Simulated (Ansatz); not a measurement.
Compare A (`C=C(N)C#N`) with its isomer B (`c1cn[nH]c1`).

Gas-phase electronic energies from Ansatz, PBE0-D4/def2-TZVP geometries. CBS: MP2 limit from def2 TZ/QZ plus the TZ coupled-cluster correction, frozen cores. DFT in def2-TZVPP. B3LYP here is the variant with VWN-RPA as its local correlation; programs differ in this. Each species was taken in one conformer, which may not be the lowest.

A:

```xyz
9

C     0.725    0.832   -0.721
C     0.031    0.015    0.079
N    -1.324   -0.255    0.005
C     0.699   -0.621    1.179
N     1.218   -1.156    2.055
H     1.768    1.030   -0.526
H     0.255    1.323   -1.564
H    -1.612   -1.151    0.363
H    -1.760   -0.016   -0.870
```

B:

```xyz
9

C    -0.1427   -0.9953   -0.1245
C     1.1259   -0.4021   -0.2479
N     1.0780    0.9047   -0.0451
N    -0.2062    1.1539    0.2064
C    -0.9811    0.0522    0.1715
H    -0.4093   -2.0331   -0.2346
H     2.0704   -0.8728   -0.4756
H    -0.4922    2.0979    0.3948
H    -2.0428    0.0946    0.3550
```

(1) Which is lower in electronic energy at CCSD(T)/CBS, and by how much? (Estimate.)

(2) Give E(B) − E(A) in kcal/mol with CCSD/def2-TZVPP, B2PLYP, CCSD(T)/def2-SVP, ωB97M-V, B3LYP-D4, r2SCAN-D4, PBE0-D4. (Estimate.)

(3) Does the order hold for the free energy at 298.15 K (harmonic terms from PBE0-D4)? (Best estimate.)

Largest T1 diagnostic: 0.013.

## Answers

(1) The calculation gave: B, by 5.7 kcal/mol.

(2) Computed: CCSD/def2-TZVPP -2.9, B2PLYP -5.1, CCSD(T)/def2-SVP -6.1, ωB97M-V -7.9, B3LYP-D4 -5.9, r2SCAN-D4 -10.7, PBE0-D4 -13.5. None reverses the order clearly.

(3) The calculation gave: Yes: G(B) − G(A) = -2.4 kcal/mol, for one conformer each.

From r2SCAN to r2SCAN0 (25 % exact exchange), in def2-TZVPP and without D4, E(B) − E(A) moves by −1.3 kcal/mol. Leaving LDA and LC-ωPBE aside and taking each functional with its dispersion term where it has one, the values, not all of them listed here, spread over 9.7 kcal/mol, from HSE06-D4 to BLYP-D4. LDA lies −10.7 kcal/mol from PBE without D4.
